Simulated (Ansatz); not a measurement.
## Al (Im-3m)

Level of theory: Ansatz 0.2.0, DFT PBEsol, scalar-relativistic, plane waves, PAW.

Settings: cutoff 420 eV, Γ-centred mesh 18×18×18 on the computed 1-atom cell, Gaussian smearing of 0.10 eV; no spin polarisation.

The structure is relaxed at this level of theory with its symmetry kept. This bcc form isn't the element's structure at ambient conditions.

Symmetry: Im-3m, No. 229, cubic system. Conventional cell: a = 3.213 Å, b = 3.213 Å, c = 3.213 Å, α = 90.00°, β = 90.00°, γ = 90.00°. Around Al (site symmetry m-3m) lie 8 Al at 2.78 Å.

| Item | Value |
| --- | --- |
| Volume per atom | 111.9 bohr³ |
| Formation energy from the elements' standard states (uncorrected) | +0.098 eV/atom |
| Kohn–Sham band gap | none (metal) |
| Density of states at the Fermi level | 0.42 states/eV per cell |
| Löwdin character within 0.5 eV of the Fermi level | Al 3p 64 %, Al 3s 31 %, unprojected 5 % |
| Bulk modulus | 74 GPa |
| Its pressure derivative | 3.8 |
| Bader charges (e) | Al (1 in the cell) 0.00 |